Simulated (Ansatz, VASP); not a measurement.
## H2: VASP beside Ansatz

```xyz
2
Lattice="9.0000 0.0000 0.0000 0.0000 9.5000 0.0000 0.0000 0.0000 10.0000" Properties=species:S:1:pos:R:3 pbc="T T T"
H     4.5000    4.7500    4.6293
H     4.5000    4.7500    5.3707
```

Alike in both runs: functional r2SCAN; k mesh 1 × 1 × 1; no spin polarisation.

Ansatz relaxed the structure, and its values are those at the end. VASP's run is a single point on that final structure, the one shown.

|  | VASP | Ansatz |
| --- | --- | --- |
| version | VASP 6.6.1 | Ansatz 0.2.0 |
| potentials or method | VASP PAW PBE potentials, release 64 (H) | plane waves, PAW |
| plane-wave cutoff (eV) | 520 | 600 |
| occupations | methfessel-paxton of order 1, width 0.05 eV | cold, width 0.05 eV |
| valence electrons in the cell | 2 | 2 |

Ansatz gave:

```
rms of the force components (eV/Å) : 0.004
```

Q: Which values does VASP return?

A: rms of the force components (eV/Å): 0.008.

Ansatz warned: «stress_scf_threshold_loose».

Caveats: the PAW data sets were made with another functional, which shifts forces and pressure a little (VASP). r2SCAN opens gaps a little over a GGA but as a rule still falls short of measured ones.
